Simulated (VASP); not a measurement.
Crystal: Mg.

```xyz
2
Lattice="3.2093 0.0000 0.0000 -1.6046 2.7793 0.0000 0.0000 0.0000 5.2103" Properties=species:S:1:pos:R:3 pbc="T T T"
Mg    1.6047    0.9264    3.9077
Mg    0.0000    1.8529    1.3026
```

| Quantity | Value |
| --- | --- |
| Program | VASP 6.6.1 |
| Task | relaxation of cell and atoms |
| Functional | PBE |
| Potentials or basis | VASP PAW PBE potentials, release 64 (Mg_pv) |
| Cutoff | 600 eV |
| k mesh | 10 × 10 × 5 |
| Occupations | fermi-dirac, width 0.05 eV |
| Spin | no spin polarisation |

At the start: pressure -1.0 GPa; volume 23.24 Å³/atom.

Where does the relaxation end?

Over 8 steps the energy falls by 4.0 meV/atom and the volume is 22.67 Å³/atom (-2.4 %); space group P6_3/mmc (No. 194, to 0.05 Å).

The path:
```tsv
step	energy change (eV)	largest force (eV/Å)	pressure (GPa)	volume (Å³)
1	0.0000	0.0000	-0.95	46.47
2	-0.0051	0.0000	-0.18	45.55
3	-0.0059	0.0000	0.39	44.89
4	-0.0060	0.0000	0.29	45.01
5	-0.0076	0.0000	0.26	45.04
6	-0.0078	0.0000	0.26	45.05
7	-0.0078	0.0000	0.26	45.06
8	-0.0080	0.0000	0.02	45.35
```

Final structure:
```
Mg
1.0
     3.15313    0.00000    0.00000
    -1.57657    2.73069    0.00000
     0.00000    0.00000    5.26669
Mg
2
Direct
  0.66667 0.33333 0.75000
  0.33333 0.66667 0.25000
```
